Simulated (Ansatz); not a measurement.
Input of an Ansatz 0.2.0 run:

Contents of input.yaml:

```yaml
crystal:
  lattice:
    - [0.0, 1.813001, 1.813001]
    - [1.813001, 0.0, 1.813001]
    - [1.813001, 1.813001, 0.0]
  atoms:
    - { symbol: "N", position: [0.25, 0.25, 0.25] }
    - { symbol: B, position: [0.0, 0.0, 0.0] }
kpoints:
  mp_grid: { grid: [8, 8, 8] }
scf:
  occupations: { method: fermi_dirac, width: 0.05 }
hamiltonian:
  xc: pbe0
  pseudopotentials: { kind: all_electron, datasets: crystal }
output:
  forces: true
  stress: true
```

Potentials or basis: all-electron PAW datasets made for the crystal.

Command:

```sh
$ ansatz run input.yaml --threads 1 --pin off --max-ram 3072MiB --backend cpu --events-out ev --progress --plain --runs-dir out
```

Problem. Predict the pressure.

Solution. -9.5 GPa.

Problem. What does it give for the band gap on the k mesh?

Solution. 6.54 eV, indirect (least direct gap 11.28 eV).

**What was measured.**

A printed reference work, monograph reports, for a bulk crystal of BN at 300 K: band gap 6.4 eV (indirect).

A measured gap of BN is 6.4 eV (indirect; 300 K; a printed reference work, monograph); the calculated 6.54 eV misses it by +0.14 eV. The value is that of PBE0 on a finite k mesh, which can miss the band edges, without temperature or zero-point motion. The cell is a database's relaxed one, not the measured one, which moves gaps too.
